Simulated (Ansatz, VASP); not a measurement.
# One calculation of AlO, two programs

```xyz
2
Lattice="2.7709 0.0000 0.0000 0.0000 2.7709 0.0000 0.0000 0.0000 2.7709" Properties=species:S:1:pos:R:3 pbc="T T T"
Al    1.3854    1.3854    1.3854
O     0.0000    0.0000    0.0000
```

Alike in both runs: task relaxation of cell and atoms; functional PBE; k mesh 20 × 20 × 20; occupations gaussian, width 0.1 eV; no spin polarisation.

|  | VASP | Ansatz |
| --- | --- | --- |
| version | VASP 6.6.1 | Ansatz 0.2.0 |
| potentials or method | VASP PAW PBE potentials, release 64 (Al, O) | scalar-relativistic, plane waves, PAW |
| plane-wave cutoff (eV) | 600 | 420 |
| valence electrons in the cell | 9 | 9 |

```tsv
	VASP	Ansatz	Ansatz less VASP
gap on the k mesh at the Fermi level, each at its own relaxed structure (eV)	none	none	-
relaxed volume (Å³/atom)	10.58	10.62	+0.035
relaxed cell length with the largest relative difference (Å)	2.766	2.769	+0.0030
```

A gap of «none» marks a metal or a gap that the smearing closes.

Caveats: an odd number of electrons without spin polarisation forces a metal; a magnetic or distorted state may lie lower.
